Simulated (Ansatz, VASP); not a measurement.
**One calculation of PbS, two programs**

File INCAR:

```
PREC     = Accurate       # precision mode
ENCUT    = 520            # plane-wave cutoff, eV
EDIFF    = 1E-6           # SCF threshold, eV
ISMEAR   = 0              # smearing method
SIGMA    = 0.03           # smearing width, eV
LREAL    = F              # projectors in reciprocal space
LASPH    = T              # aspherical terms in the spheres
NELM     = 60             # most SCF steps
ALGO     = Normal         # electronic algorithm
ISIF     = 2              # what is computed and relaxed
LWAVE    = F              # write WAVECAR
LCHARG   = F              # write CHGCAR
GGA      = PE             # functional
IVDW     = 12             # dispersion correction
NBANDS   = 17             # bands
```

The input KPOINTS:

```
regular mesh
0
Gamma
  10 10 10
```

POSCAR

```
PbS
1.0
    0.0000000000      3.0391250000      2.9650000000
    3.0391250000      0.0000000000      2.9650000000
    3.0391250000      3.0391250000      0.0000000000
Pb S
1 1
Direct
    0.0000000000      0.0000000000      0.0000000000
    0.5000000000      0.5000000000      0.5000000000
```

Input for Ansatz:

```yaml
crystal:
  lattice:
    - [0.0, 3.039125, 2.965]
    - [3.039125, 0.0, 2.965]
    - [3.039125, 3.039125, 0.0]
  atoms:
    - { symbol: Pb, position: [0.0, 0.0, 0.0] }
    - { symbol: S, position: [0.5, 0.5, 0.5] }
basis:
  ecutwfc: 420
kpoints:
  mp_grid: { grid: [10, 10, 10] }
hamiltonian:
  xc: pbe
  dispersion: d3bj
scf:
  occupations: { method: gaussian, width: 0.03 }
output:
  forces: true
  stress: true
  eigenvalues: true
```

Change from the starting cell: strain +0.025 along x and y, +0.000 along z, atoms carried along.

Alike in both runs: task single point; functional PBE; dispersion D3(BJ); k mesh 10 × 10 × 10; occupations gaussian, width 0.03 eV; no spin polarisation.

|  | VASP | Ansatz |
| --- | --- | --- |
| version | VASP 6.6.1 | Ansatz 0.2.0 |
| potentials or method | VASP PAW PBE potentials, release 64 (Pb_d, S) | scalar-relativistic, plane waves, PAW |
| plane-wave cutoff (eV) | 520 | 420 |
| valence electrons in the cell | 20 | 20 |

Ansatz gave:

* gap on the k mesh at the Fermi level (eV): 0.51
* least direct gap on the mesh (eV): 0.51
* pressure (GPa): -2.3
* largest component of the traceless stress (GPa): 1.78

Problem. Which values does VASP return?

Solution. gap on the k mesh at the Fermi level (eV): 0.52; least direct gap on the mesh (eV): 0.52; pressure (GPa): -2.4; largest component of the traceless stress (GPa): 1.78.

Caveats: spin-orbit coupling is left out, which as a rule narrows the gap of such compounds by several tenths of an eV. A k mesh can miss the band edges.
